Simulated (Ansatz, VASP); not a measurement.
## One calculation of BaTiO3, two programs

The input INCAR:

```
SYSTEM = BaTiO3
PREC = Accurate
ENCUT = 520
EDIFF = 1E-7
ISMEAR = -1
SIGMA = 0.05
LREAL = .FALSE.
LASPH = .TRUE.
NELM = 80
ALGO = Normal
ISIF = 2
LWAVE = .FALSE.
LCHARG = .TRUE.
GGA = PE
LELF = .TRUE.
LVHAR = .TRUE.
NBANDS = 28
```

The input KPOINTS:

```
Automatic mesh
0
G
  7 7 7
  0 0 0
```

The input POSCAR:

```
BaTiO3
1.0
    4.0060000000      0.0000000000      0.0000000000
    0.0000000000      4.0060000000      0.0000000000
    0.0000000000      0.0000000000      4.0060000000
Ba Ti O
1 1 3
Direct
    0.5000000000      0.5000000000      0.5000000000
    0.0000000000      0.0000000000      0.0000000000
    0.0000000000      0.0000000000      0.5000000000
    0.0000000000      0.5000000000      0.0000000000
    0.5000000000      0.0000000000      0.0000000000
```

The input input.yaml:

```yaml
crystal:
  lattice:
    - [4.006, 0.0, 0.0]
    - [0.0, 4.006, 0.0]
    - [0.0, 0.0, 4.006]
  atoms:
    - { symbol: Ba, position: [0.5, 0.5, 0.5] }
    - { symbol: Ti, position: [0.0, 0.0, 0.0] }
    - { symbol: O, position: [0.0, 0.0, 0.5] }
    - { symbol: O, position: [0.0, 0.5, 0.0] }
    - { symbol: O, position: [0.5, 0.0, 0.0] }
kpoints:
  mp_grid: { grid: [7, 7, 7] }
  band_path:
    path:
      - [0.0, 0.0, 0.0]
      - [0.0, 0.5, 0.0]
      - [0.5, 0.5, 0.0]
      - [0.0, 0.0, 0.0]
      - [0.5, 0.5, 0.5]
      - [0.0, 0.5, 0.0]
    npoints: 8
scf:
  occupations: { method: fermi_dirac, width: 0.05 }
hamiltonian:
  xc: pbe
  pseudopotentials: { kind: all_electron, lapw: { basis_error: 0.002 } }
output:
  forces: true
  stress: true
  eigenvalues: true
```

Alike in both runs: functional PBE; k mesh 7 × 7 × 7; occupations fermi-dirac, width 0.05 eV; no spin polarisation.

```csv
,VASP,Ansatz
version,VASP 6.6.1,Ansatz 0.2.0
potentials or method,"VASP PAW PBE potentials, release 64 (Ba_sv, Ti_sv, O)","all-electron LAPW, scalar-relativistic"
plane-wave cutoff (eV),520,see its input
task,single point,band structure
```

|  | VASP | Ansatz | Ansatz less VASP |
| --- | --- | --- | --- |
| gap on the k mesh at the Fermi level (eV) | 1.80 | 1.86 | +0.060 |
| least direct gap on the mesh (eV) | 1.89 | 1.91 | +0.021 |
| pressure (GPa) | 3.4 | 1.7 | -1.76 |

Ansatz ran all-electron here, so the differences hold the error of VASP's frozen core and of both bases.

Caveats: spin-orbit coupling is left out, which moves the levels of the heavy elements; an odd mesh through Γ misses points on the zone boundary, where band edges often lie (VASP). Expect the measured gap to be larger: semilocal functionals such as PBE lack the derivative discontinuity.
